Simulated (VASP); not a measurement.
# Sb (P6_3/mmc) in VASP: further runs

One crystal, Sb, is run at these levels: PBE, r2SCAN; tasks: single point.

Everything below comes from runs of VASP 6.6.1. Logs are shortened: lines on timing, memory, paths and dates and some standing lists are left out, and cuts for length are marked.

### 1 The crystal as given

Symmetry: P6_3/mmc, No. 194, hexagonal system. Conventional cell: a = 3.369 Å, b = 3.369 Å, c = 5.330 Å, α = 90.00°, β = 90.00°, γ = 120.00°. Around Sb (site symmetry -6m2) lie 12 Sb at 3.30 to 3.37 Å.

This isn't the form of Sb at room conditions, which is rhombohedral.

### 2 Single point, PBE

Contents of INCAR:

```
PREC     = Accurate       # precision mode
ENCUT    = 520            # plane-wave cutoff, eV
EDIFF    = 1E-6           # SCF threshold, eV
ISMEAR   = -1             # smearing method
SIGMA    = 0.03           # smearing width, eV
LREAL    = F              # projectors in reciprocal space
LASPH    = T              # aspherical terms in the spheres
NELM     = 80             # most SCF steps
ALGO     = Fast           # electronic algorithm
ISIF     = 2              # what is computed and relaxed
LWAVE    = F              # write WAVECAR
LCHARG   = F              # write CHGCAR
GGA      = PE             # functional
NBANDS   = 12             # bands
```

Contents of KPOINTS:

```
regular mesh
0
Gamma
  12 12 7
```

Contents of POSCAR:

```
Sb
1.0
    3.3690001795      0.0000000000      0.0000000000
   -1.6845000898      2.9176397408      0.0000000000
    0.0000000000      0.0000000000      5.3300000000
Sb
2
Direct
    0.3333333333      0.6666666667      0.2500000000
    0.6666666667      0.3333333333      0.7500000000
```

Potentials or basis: VASP PAW PBE potentials, release 64 (Sb).

Started as:

```bash
$ cat potpaw_PBE.64/Sb/POTCAR > POTCAR
$ mpirun -np 1 vasp_std > vasp.out
```

OUTCAR:

```text
PREC = Accurate
   ENCUT = 520
   EDIFF = 1E-6
   ISMEAR = -1
   LREAL = F
   LASPH = T
   NELM = 80
   ISIF = 2
   GGA = PE

 ion  position               nearest neighbor table
   1  0.333  0.667  0.250-   2 3.30   2 3.30   2 3.30   2 3.30   2 3.30   2 3.30
   2  0.667  0.333  0.750-   1 3.30   1 3.30   1 3.30   1 3.30   1 3.30   1 3.30

  LATTYP: Found a hexagonal cell.
 ALAT       =     3.3690001795
 C/A-ratio  =     1.5820717471

  Lattice vectors:

 A1 = (   3.3690001795,   0.0000000000,   0.0000000000)
 A2 = (  -1.6845000898,   2.9176397408,   0.0000000000)
 A3 = (   0.0000000000,   0.0000000000,   5.3300000000)

Analysis of symmetry for initial positions (statically):
=====================================================================
 Subroutine PRICEL returns:
 Original cell was already a primitive cell.

 Routine SETGRP: Setting up the symmetry group for a
 hexagonal supercell.

 Subroutine GETGRP returns: Found 24 space group operations
 (whereof 12 operations were pure point group operations)
 out of a pool of 24 trial point group operations.

The static configuration has the point symmetry D_3d.
 The point group associated with its full space group is D_6h.

Analysis of symmetry for dynamics (positions and initial velocities):
=====================================================================
 Subroutine PRICEL returns:
 Original cell was already a primitive cell.

 Routine SETGRP: Setting up the symmetry group for a
 hexagonal supercell.

 Subroutine GETGRP returns: Found 24 space group operations
 (whereof 12 operations were pure point group operations)
 out of a pool of 24 trial point group operations.

The dynamic configuration has the point symmetry D_3d.
 The point group associated with its full space group is D_6h.

 Subroutine INISYM returns: Found 24 space group operations
 (whereof 12 operations are pure point group operations),
 and found     1 'primitive' translations

----------------------------------------------------------------------------------------

                                     Primitive cell

  volume of cell :      52.3914

  direct lattice vectors                    reciprocal lattice vectors
     3.369000179  0.000000000  0.000000000     0.296823968  0.171371398  0.000000000
    -1.684500090  2.917639741  0.000000000     0.000000000  0.342742795  0.000000000
     0.000000000  0.000000000  5.330000000     0.000000000  0.000000000  0.187617261

  length of vectors
     3.369000179  3.369000180  5.330000000     0.342742795  0.342742795  0.187617261

  position of ions in fractional coordinates (direct lattice)
     0.333333333  0.666666667  0.250000000
[... 91 lines left out ...]
   EMIN   =  10.00;   EMAX   =-10.00  energy-range for DOS
   EFERMI =   0.00;   METHOD = LEGACY
   ISMEAR =    -1;   SIGMA  =   0.03  broadening in eV -4-tet -1-fermi 0-gaus
   EFERMI_NEDOS =   21; number of points for ismear=-14 and -15
   IALGO  =     68    algorithm
   IMIX   =      4    mixing-type and parameters
     AMIX     =   0.40;   BMIX     =  1.00
     AMIX_MAG =   1.60;   BMIX_MAG =  1.00
  volume/ion in A,a.u.               =      26.20       176.78
  Fermi-wavevector in a.u.,A,eV,Ry     =   0.942587  1.781231 12.088376  0.888471
  Thomas-Fermi vector in A             =   2.070211
   LORBIT       =      0    0 simple, 1 ext, 2 COOP (PROOUT), +10 PAW based schemes
   GGA     = PE    functional components
   LHFCALC =     F    Hartree Fock is set to
   AEXX    =    0.0000 exact exchange contribution
   IVDW    =     0    specifies the selected vdW correction
   LEPSILON=     F    determine dielectric tensor
   LRPA    =     F    only Hartree local field effects (RPA)
 non-spin polarized calculation
 RMM-DIIS sequential band-by-band and
  energy-cutoff  :      520.00
  volume of cell :       52.39
 maximum number of plane-waves:      1428
 NGX is ok and might be reduce to    28
   NGX = 13   NGY = 13   NGZ = 19

 number of electron      10.0000000 magnetization

 Free energy of the ion-electron system (eV)
  ---------------------------------------------------
  ext. energy  EPLUGINS =         0.00000000
  ---------------------------------------------------
  free energy    TOTEN  =        -7.70585477 eV

  energy without entropy =       -7.70263806  energy(sigma->0) =       -7.70424642

 E-fermi :   8.9264     XC(G=0): -10.3515

 val. band max:        8.9101484464   @ k =   0.1667   0.0000   0.0000
 cond. band min:       8.9335091103   @ k =   0.3333   0.2500   0.0000
 fundamental gap:      0.0233606639
 Fermi energy:         8.9263632191

 k-point     1 :       0.0000    0.0000    0.0000
  band No.  band energies     occupation
      1      -4.2585      2.00000
      2      -0.0296      2.00000
      3       2.9515      2.00000
      4      12.2293      0.00000
      5      12.2293      0.00000
      6      14.0300      0.00000
      7      14.0300      0.00000
      8      14.9667      0.00000
      9      16.3036      0.00000
     10      17.7127      0.00000
     11      18.7924      0.00000
     12      18.7924      0.00000
[... 331 lines left out ...]
 k-point    24 :       0.3333    0.0000    0.1429
  band No.  band energies     occupation
      1      -2.2420      2.00000
      2       0.9157      2.00000
      3       4.6758      2.00000
      4       6.0743      2.00000
      5       7.9096      2.00000
      6       9.6458      0.00000
      7      11.4518      0.00000
      8      12.8036      0.00000
      9      13.8378      0.00000
     10      16.1314      0.00000
     11      17.9194      0.00000
     12      18.7350      0.00000

 [... further k-points ...]

------------------------ aborting loop because EDIFF is reached ----------------------------------------

  FORCE on cell =-STRESS in cart. coord.  units (eV):
  Direction    XX          YY          ZZ          XY          YZ          ZX
  --------------------------------------------------------------------------------------
  -------------------------------------------------------------------------------------
  Total        1.1012656      1.1012656      0.6481050     -0.0000000     -0.0000000      0.0000000
  in kB       33.6777260     33.6777260     19.8196515     -0.0000000     -0.0000000      0.0000000
  external PRESSURE =      29.0583678 kB  Pullay stress =       0.0000000 kB

 VOLUME and BASIS-vectors are now :
 -----------------------------------------------------------------------------
  energy-cutoff  :      520.00
  volume of cell :       52.39
      direct lattice vectors                 reciprocal lattice vectors
     3.369000179  0.000000000  0.000000000     0.296823968  0.171371398  0.000000000
    -1.684500090  2.917639741  0.000000000     0.000000000  0.342742795  0.000000000
     0.000000000  0.000000000  5.330000000     0.000000000  0.000000000  0.187617261

 POSITION                                       TOTAL-FORCE (eV/Angst)
 -----------------------------------------------------------------------------------
     -0.00000      1.94509      1.33250        -0.000000      0.000000      0.000000
      1.68450      0.97255      3.99750         0.000000     -0.000000      0.000000
 -----------------------------------------------------------------------------------
    total drift:                               -0.000000      0.000000      0.000000

  FREE ENERGIE OF THE ION-ELECTRON SYSTEM (eV)
  ---------------------------------------------------
  free  energy   TOTEN  =        -7.7058547658 eV

  energy  without entropy=       -7.7026380646  energy(sigma->0) =       -7.70424642
```

It took 19 s on 1 thread of Intel Xeon Platinum 8488C (Sapphire Rapids), shared host; peak memory 0.19 GiB.

Results:

- Free energy: -7.7059 eV
- Pressure: 2.9 GPa
- Band gap on the k mesh: none (metal or under the smearing width)

Stress tensor (GPa, compression positive):
```
3.37 0.00 0.00
0.00 3.37 0.00
0.00 0.00 1.98
```

Levels at points of the mesh, in eV from the Fermi level:
```
           k point  band 2  band 3  band 4  band 5  band 6  band 7  band 8  band 9
(0.00, 0.00, 0.00)   -8.96   -5.97    3.30    3.30    5.10    5.10    6.04    7.38
(0.50, 0.00, 0.00)   -8.23   -4.26   -2.92   -2.43   -0.22    0.09    3.76    4.20
```

### 3 Single point, r2SCAN

POSCAR is that of step 2.

Contents of INCAR.step1:

```
SYSTEM = Sb
PREC     = Accurate       ! precision mode
ENCUT    = 520            ! plane-wave cutoff, eV
ISMEAR   = -1             ! smearing method
SIGMA    = 0.03           ! smearing width, eV
LREAL    = .FALSE.        ! projectors in reciprocal space
LASPH    = .TRUE.         ! aspherical terms in the spheres
NELM     = 60             ! most SCF steps
NBANDS   = 12             ! bands
GGA      = PE             ! functional
ALGO     = Normal         ! electronic algorithm
EDIFF    = 1E-4           ! SCF threshold, eV
LWAVE    = .TRUE.         ! write WAVECAR
LCHARG   = .FALSE.        ! write CHGCAR
```

Contents of INCAR.step2:

```
SYSTEM = Sb
PREC     = Accurate       ! precision mode
ENCUT    = 520            ! plane-wave cutoff, eV
EDIFF    = 1E-6           ! SCF threshold, eV
ISMEAR   = -1             ! smearing method
SIGMA    = 0.03           ! smearing width, eV
LREAL    = .FALSE.        ! projectors in reciprocal space
LASPH    = .TRUE.         ! aspherical terms in the spheres
NELM     = 60             ! most SCF steps
ALGO     = Normal         ! electronic algorithm
ISIF     = 2              ! what is computed and relaxed
LWAVE    = .FALSE.        ! write WAVECAR
LCHARG   = .TRUE.         ! write CHGCAR
METAGGA  = R2SCAN         ! meta-GGA
LMIXTAU  = .TRUE.       
LELF     = .TRUE.         ! ELF
LVHAR    = .TRUE.       
NBANDS   = 12             ! bands
ISTART   = 1
```

Contents of KPOINTS:

```
Automatic mesh
0
G
  12 12 7
  0 0 0
```

Potentials or basis: VASP PAW PBE potentials, release 64 (Sb).

Started as:

```bash
$ cat potpaw_PBE.64/Sb/POTCAR > POTCAR
$ cp INCAR.step1 INCAR
$ mpirun -np 1 vasp_std > vasp.out
$ cp INCAR.step2 INCAR
$ mpirun -np 1 vasp_std > vasp.out
```

Run time: 89 s. Hardware: 1 thread of Intel Xeon Platinum 8488C (Sapphire Rapids), shared host; peak memory 0.19 GiB.

Results (log left out):

```yaml
Free_energy: -50.5491 eV
Pressure: 2.2 GPa
Band_gap_on_the_k_mesh: none (metal or under the smearing width)
```

Stress tensor (GPa, compression positive):
```
2.73 0.00 0.00
0.00 2.73 0.00
0.00 0.00 1.22
```

Levels at points of the mesh, in eV from the Fermi level:
```csv
k point,band 3,band 4,band 5,band 6,band 7,band 8
"(0.00, 0.00, 0.00)",-6.31,3.46,3.46,5.40,5.40,6.41
"(0.50, 0.00, 0.00)",-4.41,-3.11,-2.61,-0.18,0.06,3.96
```

Caveat: the PAW data sets were made with another functional, which shifts forces and pressure a little. The run has no spin-orbit coupling, so splittings on Sb are missing.
